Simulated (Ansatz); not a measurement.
# AlRu (Pm-3m) in Ansatz: reference runs

Aim: a first look at AlRu with PBEsol, on the cell as given and on a disturbed one.

Everything below comes from runs of Ansatz 0.2.0. Logs are shortened: lines on timing, memory, paths and dates and some standing lists are left out, and cuts for length are marked.

### Step 1. The crystal as given

The structure is cubic, space group Pm-3m (No. 221). Conventional cell: a = 2.992 Å, b = 2.992 Å, c = 2.992 Å, α = 90.00°, β = 90.00°, γ = 90.00°. Ru (site symmetry m-3m) is surrounded by 8 Al at 2.59 Å. Al (site symmetry m-3m) is surrounded by 8 Ru at 2.59 Å.

### Step 2. Single point, PBEsol

input.yaml reads:

```yaml
crystal:
  lattice:
    - [2.9916, 0.0, 0.0]
    - [0.0, 2.9916, 0.0]
    - [0.0, 0.0, 2.9916]
  atoms:
    - { symbol: Ru, position: [0.5, 0.5, 0.5] }
    - { symbol: Al, position: [0.0, 0.0, 0.0] }
hamiltonian:
  xc: pbesol
  pseudopotentials: { kind: paw }
kpoints:
  mp_grid: { grid: [9, 9, 9] }
scf:
  occupations: { method: fermi_dirac, width: 0.05 }
output:
  forces: true
  stress: true
  eigenvalues: true
```

Potentials or basis: Ansatz PAW.

Started as:

```bash
> ansatz run input.yaml --threads 2 --pin off --max-ram 5632MiB --backend cpu --events-out ev --progress --plain --runs-dir out
```

Standard output:

```text
Warning: RAYON_NUM_THREADS=2 ignored (pool sized by the plan → 2); use --threads N
Engine: ansatz 0.2.0, x86_64-unknown-linux-gnu
Pseudopotentials: kind: paw
Pseudopotential: Ru, paw, valence charge 16, recommended cutoff 420 eV (normal), Ru.paw.azcp
Pseudopotential: Al, paw, valence charge 3, recommended cutoff 420 eV (normal), Al.paw.azcp
Functional definition: PBEsol
  exchange = pbesol_x
  correlation = pbesol_c
Crystal: 2 atoms, lattice volume = 26.774 Å³
Basis set: ecut = 420 eV, 485 PW (Γ), exchange–correlation on 40×40×40 points (8 copies of the dense FFT grid, shifted against one another)
Bands: 14, of which v1, the nominal top of the filled ones, is band 10 counted from 1 (9 counted from 0)
Symmetry: 48 space group operations
Space group: Pm-3m (ITA 221), of the structure as read, at distance tolerance 3.0e-5 Å
k-points: 35 of 729
Non-local potential: Ru, projectors of the file, l = 0: 3, l = 1: 2, l = 2: 2, l = 3: 1
Non-local potential: Al, projectors of the file, l = 0: 2, l = 1: 2, l = 2: 1
PAW form: soft (Blöchl's): semilocal exchange-correlation on the pseudo side does not see the compensation charge
PAW frozen core: Ru, regenerated for the run's functional, and the local potential with it (the file was generated under x = pbe(κ = 0.804, μ = 0.2195149727645171), c = pbe(β = 0.06672455060314922))
PAW frozen core: Al, regenerated for the run's functional, and the local potential with it (the file was generated under x = pbe(κ = 0.804, μ = 0.2195149727645171), c = pbe(β = 0.06672455060314922))
PAW one-centre angular grid: Ru, 590 points (default); XC on 64 Gauss nodes
PAW one-centre angular grid: Al, 110 points (default); XC on 64 Gauss nodes
Initial density: superposition of atomic densities (neutral atoms: chi_scale 0, normalization atom), corrected by the library's trained network
Initial wavefunctions: pseudopotential atomic-orbital guess
Functional: x = pbesol(κ = 0.804, μ = 0.12345679012345678), c = pbesol(β = 0.046)
SCF iter   1: F=—  HF=-6342.316328 eV  |F-HF|=—  |Δ(HF+E_count)|=         —  Δρ=1.22e-2  dr2=3.84e-2  ethr=1.77e-3  ⟨swp⟩=5.2  Hψ=2679  notcnv=0
preconditioner: auto → none  [metal: Δε(μ)=0.042 eV  Ē_g=8.888 eV  σ=0.050 eV  W_gap=0.21  n_scr=6 (ndim 8)  ℏωp=23.8 eV  f_vac=0.000  D(μ)=1.68/eV (n_scr^D=18)  sad-step TF]
SCF iter   2: F=—  HF=-6342.310866 eV  |F-HF|=—  |Δ(HF+E_count)|=   5.46e-3  Δρ=6.85e-3  dr2=1.37e-2  ethr=2.02e-4  ⟨swp⟩=1.5  Hψ=803  notcnv=0  defer=2
SCF iter   3: F=—  HF=-6342.307909 eV  |F-HF|=—  |Δ(HF+E_count)|=   2.96e-3  Δρ=6.65e-4  dr2=1.01e-4  ethr=7.20e-5  ⟨swp⟩=2.3  Hψ=718  notcnv=0  defer=2
SCF iter   4: F=—  HF=-6342.307888 eV  |F-HF|=—  |Δ(HF+E_count)|=   2.01e-5  Δρ=1.59e-4  dr2=5.09e-6  ethr=5.31e-7  ⟨swp⟩=2.0  Hψ=779  notcnv=0  defer=2
SCF iter   5: F=—  HF=-6342.307802 eV  |F-HF|=—  |Δ(HF+E_count)|=   8.67e-5  Δρ=1.68e-5  dr2=5.20e-8  ethr=2.68e-8  ⟨swp⟩=2.7  Hψ=780  notcnv=0  defer=2
SCF iter   6: F=-6342.307802 eV  HF=-6342.307802 eV  |F-HF|=2.49e-10  |Δ(HF+E_count)|=   1.02e-8  Δρ=2.10e-6  dr2=3.68e-10  ethr=2.74e-10  ⟨swp⟩=2.4  Hψ=1746  notcnv=0
SCF 1 converged in 6 iterations: F = -6342.307802 eV  dr2 = 3.68e-10
SCF converged after 6 iterations
Free energy (F): -6342.307802 eV
Harris-Foulkes:  -6342.307802 eV  (|F-HF|=2.49e-10)
Internal energy: -6342.292857 eV  (E = F + TS)
E sigma→0 (E₀):  -6342.300329 eV
Entropy (-TS):   -0.014945 eV (-7.472 meV/atom)
Fermi energy:    15.910157 eV
--- Per-component energies (eV) ---
  E_band       = -122.143788
  E_kinetic    = 542.797809
  E_local      = -1798.394049  (includes V_loc(G=0)·N_el)
  E_nonlocal   = 356.428785
  E_hartree    = 637.363531
  E_xc         = -230.652977
  E_vxc        = -270.148563  (∫ρ·V_xc dr)
  E_paw        = -3855.284425  (= ΣΔE_a)
  E_vpaw       = -227.553973  (= ΣTr[D̂ρ^β])
  E_aug_tail   = -0.000189  (compensation charges beyond the density's cutoff)
  E_ewald      = -1994.823776
  E_core_change = 0.272435  (= ΣΔE_core)
  E_smearing   = -0.014945  (= −TS)
  E_closure    = -0.000000  (closes the sum)
  Σ components = -6342.307802   (vs F -6342.307802, Δ=0.00e0)
--- Forces (eV/Å), atoms counted from 1 ---
  atom   1  Ru     0.00000000     0.00000000    -0.00000000
  atom   2  Al    -0.00000000    -0.00000000    -0.00000000
  max |Σ_I F_I| component: 7.35e-29 eV/Å
--- Stress (GPa, compression-positive) ---
       -3.325140      -0.000000       0.000000
        0.000000      -3.325140       0.000000
        0.000000      -0.000000      -3.325140
  P = ⅓ Tr σ = -3.3251 GPa (-33.251 kbar)
--- Band table (eV; the first three rows and the last of 35) ---
  k-point 0: bands = ["-55.7631", "-25.7318", "-25.7318", "-25.7318", "6.3186", "12.3922", "12.3922", "16.1560", "16.1560", "16.1560", "22.0538", "22.0538", "22.0538", "26.9422"]
  k-point 1: bands = ["-55.7612", "-25.7567", "-25.7297", "-25.7297", "6.5543", "12.4688", "12.4741", "15.8742", "15.8742", "16.1847", "21.0285", "22.5144", "22.5144", "26.4302"]
  k-point 2: bands = ["-55.7566", "-25.8194", "-25.7245", "-25.7245", "7.2357", "12.5303", "12.6933", "15.2784", "15.2784", "16.2586", "19.4083", "23.6485", "23.6485", "25.2967"]
  k-point 34: bands = ["-55.7181", "-25.8887", "-25.8883", "-25.8883", "11.2369", "11.4630", "11.4630", "17.1590", "17.1590", "18.8917", "19.1187", "20.4358", "20.4358", "24.7315"]
```

Wall time 0.67 s (2 threads of Intel Xeon Platinum 8375C at 2.90GHz (Ice Lake), shared host); peak memory 0.33 GiB.

What came out:

| Property | Result |
| --- | --- |
| Free energy | -6342.3078 eV |
| Pressure | -3.3 GPa |
| Band gap on the k mesh | none (metal or under the smearing width) |

Caveat: the PAW data sets come from PBE, with cores solved anew for the run's functional, which leaves a small shift of forces and pressure.

### Step 3. Single point, PBEsol (atoms moved at random, drawn with an rms of 0.05 Å)

input.yaml: that of step 2 with these lines changed.

```diff
@@ -6,4 +6,4 @@
   atoms:
-    - { symbol: Ru, position: [0.5, 0.5, 0.5] }
-    - { symbol: Al, position: [0.0, 0.0, 0.0] }
+    - { symbol: Ru, position: [0.497003, 0.511017, 0.487802] }
+    - { symbol: Al, position: [-0.004324, -0.00883, 0.010019] }
 hamiltonian:
```

Potentials or basis: Ansatz PAW.

Started as:

```bash
> ansatz run input.yaml --threads 2 --pin off --max-ram 5632MiB --backend cpu --events-out ev --progress --plain --runs-dir out
```

Standard output:

```text
Warning: RAYON_NUM_THREADS=2 ignored (pool sized by the plan → 2); use --threads N
[... 7 set-up lines as earlier in the session ...]
Crystal: 2 atoms, lattice volume = 26.774 Å³
Basis set: ecut = 420 eV, 485 PW (Γ), exchange–correlation on 40×40×40 points (8 copies of the dense FFT grid, shifted against one another)
Bands: 14, of which v1, the nominal top of the filled ones, is band 10 counted from 1 (9 counted from 0)
Symmetry: 1 space group operations
Space group: P1 (ITA 1), of the structure as read, at distance tolerance 3.0e-5 Å
k-points: 365 of 729 (time reversal used)
[... 1 set-up line as earlier in the session ...]
[... 29 lines left out ...]
  E_nonlocal   = 356.495706
  E_hartree    = 637.747454
  E_xc         = -230.684071
  E_vxc        = -270.187055  (∫ρ·V_xc dr)
  E_paw        = -3855.315319  (= ΣΔE_a)
  E_vpaw       = -227.594128  (= ΣTr[D̂ρ^β])
  E_aug_tail   = -0.000192  (compensation charges beyond the density's cutoff)
  E_ewald      = -1994.393200
  E_core_change = 0.272435  (= ΣΔE_core)
  E_smearing   = -0.014982  (= −TS)
  E_closure    = 0.000000  (closes the sum)
  Σ components = -6342.277290   (vs F -6342.277290, Δ=0.00e0)
--- Forces (eV/Å), atoms counted from 1 ---
  atom   1  Ru    -0.03100631    -0.45825585     0.51146289
  atom   2  Al     0.03099455     0.45815510    -0.51135739
  max |Σ_I F_I| component: 1.06e-4 eV/Å
--- Stress (GPa, compression-positive) ---
       -2.496888       0.036950      -0.041218
        0.036950      -2.788665      -0.607988
       -0.041218      -0.607988      -2.861525
  P = ⅓ Tr σ = -2.7157 GPa (-27.157 kbar)
--- Band table (eV; the first three rows and the last of 365) ---
  k-point 0: bands = ["-55.7617", "-25.7321", "-25.7319", "-25.7310", "6.3210", "12.3818", "12.3849", "16.1384", "16.1526", "16.1577", "22.0549", "22.0633", "22.0817", "26.9517"]
  k-point 1: bands = ["-55.7598", "-25.7564", "-25.7298", "-25.7295", "6.5566", "12.4607", "12.4645", "15.8663", "15.8723", "16.1771", "21.0338", "22.5231", "22.5355", "26.4439"]
  k-point 2: bands = ["-55.7551", "-25.8192", "-25.7246", "-25.7242", "7.2375", "12.5242", "12.6823", "15.2714", "15.2788", "16.2500", "19.4123", "23.6555", "23.6654", "25.3097"]
  k-point 364: bands = ["-55.7428", "-25.9301", "-25.7364", "-25.7356", "9.8861", "11.1894", "13.3893", "13.9423", "14.9123", "15.9133", "18.2938", "23.6938", "25.3482", "26.5305"]
```

Wall time 4.7 s (2 threads of Intel Xeon Platinum 8375C at 2.90GHz (Ice Lake), shared host); peak memory 0.49 GiB.

Results:

```
Free energy            : -6342.2773 eV
Pressure               : -2.7 GPa
Largest force          : 0.687 eV/Å
Band gap on the k mesh : none (metal or under the smearing width)
```

Forces on the atoms (eV/Å):
```
Ru  -0.031 -0.458  0.511
Al   0.031  0.458 -0.511
```

Caveat: the PAW data sets come from PBE, with cores solved anew for the run's functional, which leaves a small shift of forces and pressure.
